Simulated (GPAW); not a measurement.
# Co: equation of state with PBE

Crystal: Co.

```xyz
2
Lattice="2.4720 0.0000 0.0000 -1.2360 2.1408 0.0000 0.0000 0.0000 4.0211" Properties=species:S:1:pos:R:3 pbc="T T T"
Co    1.2360    0.7136    3.0159
Co    0.0000    1.4272    1.0053
```

- Program: GPAW 26.7.0
- Task: equation of state
- Functional: PBE
- Potentials or basis: GPAW PAW data sets (gpaw-data 1.2.1)
- Cutoff: 600 eV
- Basis: pw
- k mesh: 12 × 12 × 7
- Occupations: fermi-dirac, width 0.05 eV
- Spin: collinear spin, ferromagnetic start
- Starting moments: [2.0, 2.0] μB

```json
{
 "Equilibrium volume": "10.95 Å³/atom",
 "Bulk modulus at fixed shape and positions": "208 GPa",
 "Pressure derivative of the bulk modulus": "4.4"
}
```

Energy against volume, from the lowest point:
| volume (Å³/atom) | energy (meV/atom) |
| --- | --- |
| 10.002 | 62.18 |
| 10.215 | 35.74 |
| 10.427 | 17.14 |
| 10.640 | 5.39 |
| 10.853 | 0.00 |
| 11.066 | 0.22 |
| 11.279 | 5.52 |

Wall time 6.9 min on 1 thread of Arm Neoverse V2, on a shared host, peak memory 0.24 GiB.

Caveat: the cell was scaled at fixed shape and fractional positions, which overstates the stiffness of a crystal with free parameters, most of all of layers and chains.
